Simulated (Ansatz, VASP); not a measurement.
## KF: VASP beside Ansatz

```
K F
1.0
     0.00000    2.65896    2.65896
     2.65896    0.00000    2.65896
     2.65896    2.65896    0.00000
K F
1 1
Direct
  0.00000 0.00000 0.00000
  0.50000 0.50000 0.50000
```

The cell was built by a generator and needn't be a form met in nature.

Alike in both runs: task single point; functional HSE06; k mesh 4 × 4 × 4; no spin polarisation.

```csv
,VASP,Ansatz
version,VASP 6.6.1,Ansatz 0.2.0
potentials or method,"VASP PAW PBE potentials, release 64 (K_sv, F)","plane waves, PAW"
plane-wave cutoff (eV),520,420
occupations,"gaussian, width 0.01 eV",fixed
valence electrons in the cell,16,16
```

Ansatz gave:

| Item | Value |
| --- | --- |
| gap on the k mesh at the Fermi level (eV) | 8.26 |
| pressure (GPa) | 1.0 |

Q: Estimate VASP's values.

A: gap on the k mesh at the Fermi level (eV): 8.24; pressure (GPa): 1.1.

Ansatz warned: «stress_exchange_threshold_loose».

Caveats: the k mesh is coarse (spacing up to 0.51 Å⁻¹), so the values aren't converged, least of all with exact exchange; the PAW data sets were made with another functional, which shifts forces and pressure a little (VASP).
